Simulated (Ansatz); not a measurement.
## LiF (Fm-3m), tetragonal deformation path

The calculation used DFT LDA, scalar-relativistic, plane waves, PAW in Ansatz. Settings: plane waves to 420 eV, k-mesh 12×12×12 (Γ-centred), Gaussian smearing 0.05 eV. No spin polarisation. Energies are free energies at this smearing, counted from the undisturbed cell; pressure is positive in compression.

The undisturbed cell (as given, not relaxed at this level; it stands at -6.5 GPa):

```yaml
crystal:
  lattice:
    - [0.00000, 2.01400, 2.01400]
    - [2.01400, 0.00000, 2.01400]
    - [2.01400, 2.01400, 0.00000]
  atoms:
    - { symbol: Li, position: [0.00000, 0.00000, 0.00000] }
    - { symbol: F, position: [0.50000, 0.50000, 0.50000] }
```

At fixed volume and fractional coordinates, lengths along (0.000, 0.000, 1.000) are scaled against those across it; ρ is that ratio over its starting value.

```tsv
ρ	ΔE (meV/atom)	pressure (GPa)	gap on the mesh (eV)
0.650	473.5	28.9	7.96
0.707	249.7	14.7	8.18
0.780	101.1	3.5	8.41
0.850	35.6	-2.5	8.60
0.920	7.9	-5.5	8.74
0.960	1.8	-6.2	8.80
1.000	0.0	-6.5	8.84
1.050	2.2	-6.2	8.77
1.100	8.2	-5.3	8.71
1.200	28.7	-2.4	8.62
1.300	59.6	1.7	8.40
1.414	108.5	7.5	8.05
1.500	156.0	12.5	7.76
```